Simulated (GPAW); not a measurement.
# As (P-1) in GPAW: convergence with smearing function

Aim: find how far smearing function must go before the results for As settle, at RPBE. This setting moves, with any that are tied to it; all else stays.

All numbers are computed with GPAW 26.7.0; they aren't measurements. Logs are shortened: lines on timing, memory, paths and dates and some standing lists are left out, and cuts for length are marked. The log counts tension as positive stress, the text compression.

**1. Starting point**

The typed cell holds 1 atom: a = 2.999 Å, b = 2.598 Å, c = 2.582 Å, α = 78.73°, β = 76.84°, γ = 93.49°.

**2. With smearing function fermi-dirac**

Contents of run.py:

```python
from ase.dft.bandgap import bandgap
from ase.io import read, write
from ase.units import GPa
from gpaw import GPAW, PW

atoms = read('POSCAR')

calc = GPAW(mode=PW(600),
            xc='RPBE',
            kpts={'size': (7, 8, 8), 'gamma': True},
            occupations={'name': 'fermi-dirac', 'width': 0.1},
            nbands=9,
            convergence={'density': 1e-05, 'energy': 1e-05},
            maxiter=100,
            txt='gpaw.txt')
atoms.calc = calc
energy = atoms.get_potential_energy()
forces = atoms.get_forces()
stress = atoms.get_stress()
calc.write('gs.gpw')
write('result.traj', atoms)
print(f'Energy: {energy:.6f} eV')
print('Forces (eV/A):')
print(forces.round(4))
print('Stress (GPa):', (stress / GPa).round(3))
print('Fermi level:', round(calc.get_fermi_level(), 4), 'eV')
print(f'Gap: {bandgap(calc)[0]:.4f} eV, direct: {bandgap(calc, direct=True)[0]:.4f} eV')
```

Contents of POSCAR:

```
As
1.0
    2.9794804000     -0.1006165900      0.3237709600
   -0.1006165900      2.5830128800      0.2618843200
    0.3237709600      0.2618843200      2.5485519600
As
1
Direct
    0.5000000000      0.5000000000      0.5000000000
```

Potentials or basis: the program's PAW data sets (release 1.2.1) made for this functional, pw.

Command:

```
> OMP_NUM_THREADS=1 python run.py
```

gpaw.txt:

```text
__  _  _
 | _ |_)|_||  |
 |__||  | ||/\| - 26.7.0

Input parameters:
  mode=PW(ecut=600.0),
  convergence={'density': 1e-05, 'energy': 1e-05},
  kpts=MonkhorstPack(size=(7, 8, 8), gamma=True),
  maxiter=100,
  nbands=9,
  occupations=Occupations(name='fermi-dirac', width=0.1),
  xc=XC(name='RPBE')

Diagonalizing LCAO Hamiltonian
Converting LCAO to pw mode

       As

Atoms  # Å, Bohr magnetons
|   | symbol |        x |        y |        z |    initial magnetic moments |
|---|--------|----------|----------|----------|-----------------------------|
| 0 |     As | 1.601317 | 1.372140 | 1.567104 | ( 0.0000,  0.0000,  0.0000) |

Unit cell  # Å
| periodic |         x |         y |        z |  lengths |    angles |
|----------|-----------|-----------|----------|----------|-----------|
|      yes |  2.979480 | -0.100617 | 0.323771 | 2.998709 | 78.729564 |
|      yes | -0.100617 |  2.583013 | 0.261884 | 2.598204 | 76.836608 |
|      yes |  0.323771 |  0.261884 | 2.548552 | 2.582349 | 93.494428 |

Number of symmetries: 2
Symmetry operations  # r_c * U_cc + t_c -> r_c
|   | kind |            matrix            |
|---|------|------------------------------|
| 0 |  E   |  1, 0, 0,  0, 1, 0,  0, 0, 1 |
| 1 |  i   | -1, 0, 0,  0,-1, 0,  0, 0,-1 |

BZ-sampling:
  Number of BZ points: 448
  Number of IBZ points: 226

  Monkhorst-Pack size: [7, 8, 8]
  Monkhorst-Pack shift: [0.0, 0.0625, 0.0625]

K-points  # in reciprocal-cell coordinates
|     |                                coordinates |     weight |
|-----|--------------------------------------------|------------|
|   0 | (  0.00000000,   0.00000000,   0.00000000) | 0.00223214 |
|   1 | (  0.00000000,   0.00000000,   0.12500000) | 0.00446429 |
|   2 | (  0.00000000,   0.00000000,   0.25000000) | 0.00446429 |
|   3 | (  0.00000000,   0.00000000,   0.37500000) | 0.00446429 |
|   4 | (  0.00000000,   0.00000000,   0.50000000) | 0.00223214 |
|   5 | (  0.00000000,   0.12500000,  -0.37500000) | 0.00446429 |
|   6 | (  0.00000000,   0.12500000,  -0.25000000) | 0.00446429 |
|   7 | (  0.00000000,   0.12500000,  -0.12500000) | 0.00446429 |
|   8 | (  0.00000000,   0.12500000,   0.00000000) | 0.00446429 |
|   9 | (  0.00000000,   0.12500000,   0.12500000) | 0.00446429 |
| ... |                                            |            |
| 225 | (  0.42857143,   0.50000000,   0.50000000) | 0.00446429 |

Plane wave coefficients: 651
Cutoff: 600.0 eV

Spin-components: 1 (collinear spins)
Bands:           9
Projectors:      5
Spin-degeneracy: 2
Datatype:        complex128

Parallelization:
  kpt:    1
  domain: 1
  band:   1

Density:
  Valence electrons: 5.0
  Components: 1
  Grid points: [18 15 15]
  Charge: 0.0  # |e|

Potential:
  Grid points: [18 15 15]

species:
  As:
    name:    Arsenic
    Z:       33.0
    valence: 5
    core:    28
    charge:  0.0  # [|e|]
    compensation charges:
      type: gauss
      rc: 0.33  # [Å]
      lmax: 2
    cutoffs:
      filter: 1.87  # [Å]
      core: 2.96  # [Å]
    projectors
    | kind |    occ | energy [eV] | rcut [Å] |
    |------|--------|-------------|----------|
    |   4s |  2.000 |     -14.426 |    1.058 |
    |   4p |  3.000 |      -5.163 |    1.058 |
    |    s |        |      12.785 |    1.058 |
    |    p |        |      22.048 |    1.058 |
    |    d |        |       0.000 |    1.058 |

    Using partial waves for As as LCAO basis

Reference energy: -61509.185579  # eV

eigensolver:
  PPCG
  Converge bands: occupied
  niter=2

density mixing:
  MSR1-Mixer
  Pratt-step length: 0.05
  Maximum mixing coefficient: 0.75
  Old densities: 10
  SVD Regularization: 0.005
  Good broyden scale: 1.0
  Trust region scale: 1.0
  Backstep threshold: 4.0
  History deletion threshold: 6.0
  Fourier metric: weight=20.0, sigma=0.015

occupation numbers:
  Fermi-Dirac:
    width: 0.1000  # eV

poisson solver:
  ecut: 4800.0  # eV

xc functional:
  name: RPBE with 2 nearest neighbor stencil

convergence criteria:
- Maximum integral of absolute [dens]ity change: 1e-05 electrons / valence electron
- Maximum [total energy] change in last 3 cyles: 1e-05 eV / valence electron
- Maximum integral of absolute [eigenst]ate change: 4e-08 eV^2 / valence electron
maximum number of iterations: 100

SCF iterations
|iter     | |      energy | eigst |  dens |
|---------|-|-------------|-------|-------|
|iter:   1| |   -3.842052 | -0.57 |       |
|iter:   2| |   -3.843113 | -3.07 | -1.39 |
|iter:   3| |   -3.844239 | -3.74 | -1.41 |
|iter:   4| |   -3.844628 | -4.51 | -1.94 |
|iter:   5| |   -3.844644 | -5.88 | -2.71 |
|iter:   6| |   -3.844644c| -7.99c| -3.68 |
|iter:   7| |   -3.844644c| -8.61c| -4.23 |
|iter:   8| |   -3.844644c| -8.21c| -4.94 |
|iter:   9| |   -3.844644c| -9.35c| -5.73c|

Converged in 9 steps
Energy contributions relative to reference atoms: (reference = -61509.185579)

Energy contributions:
  Kinetic:          10.631104
  Coulomb:          -9.515945
  Zero:             -0.014596
  External:          0.000000
  Xc:               -4.936182
  Entropy:          -0.018053
  Spinorbit:         0.000000
  ----------------------------
  Free energy:      -3.853670
  Extrapolated:     -3.844644

dipole moment: (-0.000004, -0.000003, -0.000004)  # |e|*Ang

Fermi level: 7.961
Eigenvalues  # (at kpt = [0.000, 0.000, 0.000])
| band index |      eig [eV] | occ [0-2] |
|------------|---------------|-----------|
|          0 |        -7.194 |     2.000 |
|          1 |         9.628 |     0.000 |
|          2 |        14.028 |     0.000 |
|          3 |        14.868 |     0.000 |
|          4 |        15.528 |     0.000 |
|          5 |        18.741 |     0.000 |
|          6 |        21.461 |     0.000 |
|          7 |        28.207 |     0.000 |
|          8 |        28.298 |     0.000 |

No gap
No difference between direct/indirect transitions

Forces  # eV/Ang
|       x |       y |       z |
|---------|---------|---------|
| 0.00000 | 0.00000 | 0.00000 |  # As   0

Stress tensor  # eV/Ang^3
|        x |         y |         z |
|----------|-----------|-----------|
| 0.030183 |  0.005061 |  0.006241 |
| 0.005061 | -0.094959 |  0.031608 |
| 0.006241 |  0.031608 | -0.111993 |

# Writing to gs.gpw (mode='')
```

stdout:

```text
Energy: -3.844644 eV
Forces (eV/A):
[[0. 0. 0.]]
Stress (GPa): [  4.836 -15.214 -17.943   5.064   1.      0.811]
Fermi level: 7.9608 eV
Gap: 0.0000 eV, direct: 0.0000 eV
```

Run time: 22 s. Hardware: 1 thread of Arm Neoverse V1, shared host; peak memory 0.16 GiB.

What came out:

```yaml
Free_energy: -3.8537 eV
Pressure: 9.4 GPa
Band_gap_on_the_k_mesh: none (metal or under the smearing width)
```

**3. With smearing function gaussian**

run.py: that of step 2 with these lines changed.

```diff
@@ -10,3 +10,3 @@
             kpts={'size': (7, 8, 8), 'gamma': True},
-            occupations={'name': 'fermi-dirac', 'width': 0.1},
+            occupations={'name': 'methfessel-paxton', 'order': 0, 'width': 0.1},
             nbands=9,
```

POSCAR is that of step 2.

Potentials or basis: the program's PAW data sets (release 1.2.1) made for this functional, pw.

Command:

```
> OMP_NUM_THREADS=1 python run.py
```

It took 21 s on 1 thread of Arm Neoverse V1, shared host; peak memory 0.16 GiB.

It converged, with:

* Free energy: -3.8458 eV
* Pressure: 9.4 GPa
* Band gap on the k mesh: none (metal or under the smearing width)

**4. With smearing function marzari-vanderbilt**

run.py: that of step 3 with these lines changed.

```diff
@@ -10,3 +10,3 @@
             kpts={'size': (7, 8, 8), 'gamma': True},
-            occupations={'name': 'methfessel-paxton', 'order': 0, 'width': 0.1},
+            occupations={'name': 'marzari-vanderbilt', 'width': 0.1},
             nbands=9,
```

POSCAR is that of step 3.

Command:

```
> OMP_NUM_THREADS=1 python run.py
```

Run time: 21 s. Hardware: 1 thread of Arm Neoverse V1, shared host; peak memory 0.16 GiB.

Results (log left out):

| Item | Value |
| --- | --- |
| Free energy | -3.8442 eV |
| Pressure | 9.4 GPa |
| Band gap on the k mesh | none (metal or under the smearing width) |

**5. With smearing function methfessel-paxton**

run.py: that of step 4 with these lines changed.

```diff
@@ -10,3 +10,3 @@
             kpts={'size': (7, 8, 8), 'gamma': True},
-            occupations={'name': 'marzari-vanderbilt', 'width': 0.1},
+            occupations={'name': 'methfessel-paxton', 'width': 0.1, 'order': 1},
             nbands=9,
```

POSCAR is that of step 4.

Command:

```
> OMP_NUM_THREADS=1 python run.py
```

Run time: 22 s. Hardware: 1 thread of Arm Neoverse V1, shared host; peak memory 0.16 GiB.

The run converged. Its results:

- Free energy: -3.8443 eV
- Pressure: 9.4 GPa
- Band gap on the k mesh: none (metal or under the smearing width)

**6. With smearing function tetrahedron-method**

run.py: that of step 5 with these lines changed.

```diff
@@ -10,3 +10,3 @@
             kpts={'size': (7, 8, 8), 'gamma': True},
-            occupations={'name': 'methfessel-paxton', 'width': 0.1, 'order': 1},
+            occupations={'name': 'tetrahedron-method'},
             nbands=9,
```

POSCAR is that of step 5.

Potentials or basis: the program's PAW data sets (release 1.2.1) made for this functional, pw.

Command:

```
> OMP_NUM_THREADS=1 python run.py
```

It took 22 s on 1 thread of Arm Neoverse V1, shared host; peak memory 0.16 GiB.

The run converged. Its results:

| Quantity | Value |
| --- | --- |
| Free energy | -3.5833 eV |
| Pressure | 11.5 GPa |
| Band gap on the k mesh | none (metal or under the smearing width) |

**7. With smearing function improved-tetrahedron-method**

run.py: that of step 6 with these lines changed.

```diff
@@ -10,3 +10,3 @@
             kpts={'size': (7, 8, 8), 'gamma': True},
-            occupations={'name': 'tetrahedron-method'},
+            occupations={'name': 'improved-tetrahedron-method'},
             nbands=9,
```

POSCAR is that of step 6.

Command:

```
> OMP_NUM_THREADS=1 python run.py
```

It took 22 s on 1 thread of Arm Neoverse V1, shared host; peak memory 0.16 GiB.

It converged, with:

```yaml
Free_energy: -3.8536 eV
Pressure: 9.1 GPa
Band_gap_on_the_k_mesh: none (metal or under the smearing width)
```

**8. With smearing function fixed**

run.py: that of step 7 with these lines changed.

```diff
@@ -10,3 +10,3 @@
             kpts={'size': (7, 8, 8), 'gamma': True},
-            occupations={'name': 'improved-tetrahedron-method'},
+            occupations={'width': 0.0},
             nbands=9,
```

POSCAR is that of step 7.

Command:

```
> OMP_NUM_THREADS=1 python run.py
```

It took 21 s on 1 thread of Arm Neoverse V1, shared host; peak memory 0.16 GiB.

It converged, with:

- Free energy: -3.8443 eV
- Pressure: 9.4 GPa
- Band gap on the k mesh: none (metal or under the smearing width)

**9. Result**

| smearing function | energy less the tightest run, at zero smearing (meV/atom) | pressure (GPa) | SCF cycles | CPU time (s) | peak memory (GiB) |
| --- | --- | --- | --- | --- | --- |
| fermi-dirac | -0.37 | 9.44 | 9 | 22 | 0.16 |
| gaussian | -0.04 | 9.39 | 9 | 21 | 0.16 |
| marzari-vanderbilt | 0.11 | 9.39 | 9 | 21 | 0.16 |
| methfessel-paxton | 0.02 | 9.39 | 9 | 22 | 0.16 |
| tetrahedron-method | 261.00 | 11.48 | 9 | 22 | 0.16 |
| improved-tetrahedron-method | -9.30 | 9.15 | 9 | 22 | 0.16 |
| fixed | 0.00 | 9.37 | 9 | 21 | 0.16 |

Not settled before the last step: the energy (to 1 meV/atom), the pressure (to 0.1 GPa). Narrower smearing needs a denser k mesh, so at a fixed mesh the narrowest width isn't the most accurate. The tightest run that finished is the yardstick and may itself not be fully converged.
